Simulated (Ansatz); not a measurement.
# A computed series for ZnTe: response to strain

The parent structure is ZnTe in the zinc blende structure (space group F-43m, No. 216; a = 6.0658 Å). Axes: x, y, z lie along the cube axes.

Strains are applied to the cell and any free atomic positions relax; under biaxial strain the out-of-plane vector relaxes too.

Level of theory: PBEsol (Ansatz, a program for electronic structure, PAW, scalar-relativistic without spin-orbit coupling), earlier PAW set.

Candidates:
(a) uniaxial strain ε_zz = −2.75 %
(b) biaxial strain +1.93 %, plane normal [110], relaxed out of plane
(c) biaxial strain −2.08 %, plane normal [110], relaxed out of plane

Base values:

| Quantity | Result |
|---|---|
| Band gap | 1.23 eV |

Task: Order them by band gap, highest first.

Result: (a) uniaxial strain ε_zz = −2.75 % (1.29 eV), (c) biaxial strain −2.08 %, plane normal [110], relaxed out of plane (1.23 eV), (b) biaxial strain +1.93 %, plane normal [110], relaxed out of plane (0.98 eV)

A biaxial case was relaxed in a doubled cell and then solved in the primitive one. Spin-orbit coupling, missing from the scalar runs, can matter with Te. Stability against distortions was not tested.
